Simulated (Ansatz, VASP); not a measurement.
**ZnCu in VASP and in Ansatz**

```xyz
2
Lattice="2.9450 0.0000 0.0000 0.0000 2.9450 0.0000 0.0000 0.0000 2.9450" Properties=species:S:1:pos:R:3 pbc="T T T"
Zn    1.4725    1.4725    1.4725
Cu    0.0000    0.0000    0.0000
```

Alike in both runs: task single point; functional PBE; k mesh 14 × 14 × 14; occupations fermi-dirac, width 0.05 eV; no spin polarisation.

|  | VASP | Ansatz |
| --- | --- | --- |
| version | VASP 6.6.1 | Ansatz 0.2.0 |
| potentials or method | VASP PAW PBE potentials, release 64 (Zn, Cu), cutoff 520 eV | all-electron LAPW, scalar-relativistic |

```tsv
	VASP	Ansatz	Ansatz less VASP
pressure (GPa)	2.8	2.2	-0.53
```

Ansatz ran all-electron here, so the differences hold the error of VASP's frozen core and of both bases.
